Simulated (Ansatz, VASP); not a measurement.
## MoS2 in VASP and in Ansatz

```
S Mo
1.0
     3.15090    0.00000    0.00000
    -1.57545    2.72876    0.00000
     0.00000    0.00000   56.44272
S Mo
6 3
Direct
  0.33333 0.66667 0.36499
  0.33333 0.66667 0.42052
  0.66667 0.33333 0.47226
  0.66667 0.33333 0.52774
  0.33333 0.66667 0.57948
  0.33333 0.66667 0.63501
  0.66667 0.33333 0.39277
  0.33333 0.66667 0.50000
  0.66667 0.33333 0.60723
```

Alike in both runs: functional PBE; dispersion D3(BJ); k mesh 12 × 12 × 1; occupations gaussian, width 0.02 eV; no spin polarisation.

Ansatz relaxed the structure, and its values are those at the end. VASP's run is a single point on that final structure, the one shown.

|  | VASP | Ansatz |
| --- | --- | --- |
| version | VASP 6.6.1 | Ansatz 0.2.0 |
| potentials or method | VASP PAW PBE potentials, release 64 (S, Mo_sv) | scalar-relativistic, plane waves, PAW |
| plane-wave cutoff (eV) | 520 | 420 |
| valence electrons in the cell | 78 | 78 |

```tsv
	VASP	Ansatz	Ansatz less VASP
gap on the k mesh at the Fermi level (eV)	1.02	1.00	-0.015
least direct gap on the mesh (eV)	1.72	1.72	-0.004
rms of the force components (eV/Å)	0.007	0.001	-0.0059
```

With one functional, cell and mesh, what is left measures potentials, basis and numerics.
